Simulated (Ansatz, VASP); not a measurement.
Ta: VASP beside Ansatz

```
CELL_PARAMETERS angstrom
2.96013 0.00000 0.00000
-1.48006 2.56354 0.00000
0.00000 0.00000 10.08241
ATOMIC_POSITIONS crystal
Ta 0.00000 0.00000 0.00000
Ta 0.00000 0.00000 0.50000
Ta 0.33333 0.66667 0.25000
Ta 0.66667 0.33333 0.75000
```

Alike in both runs: task single point; functional RPBE; k mesh 14 × 14 × 4; occupations fermi-dirac, width 0.1 eV; no spin polarisation.

|  | VASP | Ansatz |
| --- | --- | --- |
| version | VASP 6.6.1 | Ansatz 0.2.0 |
| potentials or method | VASP PAW PBE potentials, release 64 (Ta_pv) | plane waves (420 eV) with PAW, scalar-relativistic |
| plane-wave cutoff (eV) | 520 | 420 |
| valence electrons in the cell | 44 | 52 |

|  | VASP | Ansatz | Ansatz less VASP |
| --- | --- | --- | --- |
| pressure (GPa) | 0.0 | 0.0 | -0.01 |
| largest component of the traceless stress (GPa) | 0.08 | 0.10 | +0.017 |

The functional is the same, so the differences come from potentials, cutoffs and numerics. The two sets of potentials don't hold the same shells in valence.

Caveats: the PAW data sets were made with another functional, which shifts forces and pressure a little (VASP). Spin-orbit coupling is left out, which matters for the levels of Ta.
